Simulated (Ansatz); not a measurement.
# Sn: the band gap up the ladder of functionals

One table from this session's results is given with a row withheld; the runs are named, their logs left out.

Program: Ansatz 0.2.0. PAW datasets, plane waves. No spin polarisation and no zero-point or thermal motion; the cell was built from a prototype and may be hypothetical.

**The cell**

The cell was relaxed beforehand with r2SCAN.

The symmetry is P6_3/mmc (No. 194, hexagonal); conventional cell a = 4.644 Å, c = 15.170 Å, 35.42 Å³ an atom. Around Sn lie 4 Sn at 2.84 Å; around Sn lie 4 Sn at 2.84–2.86 Å.

Structure file:

```xyz
8
Lattice="4.6438 0.0000 0.0000 -2.3219 4.0217 0.0000 0.0000 0.0000 15.1703" Properties=species:S:1:pos:R:3 pbc="T T T"
Sn    0.0000    0.0000    0.0037
Sn    0.0000    2.6811    3.7859
Sn    0.0000    0.0000    7.5888
Sn    2.3219    1.3406   11.3710
Sn    0.0000    0.0000    2.8407
Sn    0.0000    2.6811    6.6437
Sn    0.0000    0.0000   10.4259
Sn    2.3219    1.3406   14.2288
```

The first run:

Contents of input.yaml:

```yaml
crystal:
  lattice:
    - [4.6438456357, 0.0, 0.0]
    - [-2.3219228179, 4.0216882918, 0.0]
    - [0.0, 0.0, 15.1702589444]
  atoms:
    - { symbol: Sn, position: [0.0, 0.0, 0.0002440793] }
    - { symbol: Sn, position: [0.3333333333, 0.6666666667, 0.2495577081] }
    - { symbol: Sn, position: [0.0, 0.0, 0.5002440793] }
    - { symbol: Sn, position: [0.6666666667, 0.3333333333, 0.7495577081] }
    - { symbol: Sn, position: [0.0, 0.0, 0.1872559207] }
    - { symbol: Sn, position: [0.3333333333, 0.6666666667, 0.4379422919] }
    - { symbol: Sn, position: [0.0, 0.0, 0.6872559207] }
    - { symbol: Sn, position: [0.6666666667, 0.3333333333, 0.9379422919] }
kpoints:
  mp_grid: { grid: [6, 6, 2] }
  band_path:
    path:
      - [[0.0, 0.0, 0.0], [0.5, 2.925840611149e-17, 5.016804816642e-34], [0.3333333333333, 0.3333333333333, 1.279804347968e-33], [0.0, 0.0, 0.0], [7.48368609122e-52, -2.213681561205e-51, 0.5], [0.5, 2.925840611149e-17, 0.5], [0.3333333333333, 0.3333333333333, 0.5], [7.48368609122e-52, -2.213681561205e-51, 0.5]]
      - [[0.5, 2.925840611149e-17, 0.5], [0.5, 2.925840611149e-17, 5.016804816642e-34]]
      - [[0.3333333333333, 0.3333333333333, 0.5], [0.3333333333333, 0.3333333333333, 1.279804347968e-33]]
    npoints: 10
hamiltonian:
  xc: pbe
scf:
  occupations: { method: fermi_dirac, width: 0.02 }
  n_extra_bands: 6
output:
  forces: true
  stress: true
  eigenvalues: true
```

The run is started by

```console
> ansatz run input.yaml --threads 2 --pin off --max-ram 20275MiB --backend cpu --events-out ev --progress --plain --runs-dir out
```

Among the steps run: PBE band path; Single point with r2SCAN; Single point with HSE06; Single point with PBE+SOC.

One of the session's tables, all rows but one given; the rest of the session is left out.

| level | gap (eV) |
| --- | --- |
| PBE | ? |
| r2SCAN | 0.00 |
| HSE06 | 0.00 |
| PBE+SOC | 0.05 |

**Question.** Estimate the row for PBE.

The run gave: gap (eV): -0.20. In the column «gap (eV)» it is the lowest.

PBE finds no gap, while PBE+SOC opens one of up to 0.05 eV: the level of theory decides whether this is called a metal. Gaps so small come from a few k-points and lie within the sampling error.

Limits of these values: Warnings in the runs' records: stress exchange threshold loose, filled band counts differ across k points, stress scf threshold loose.
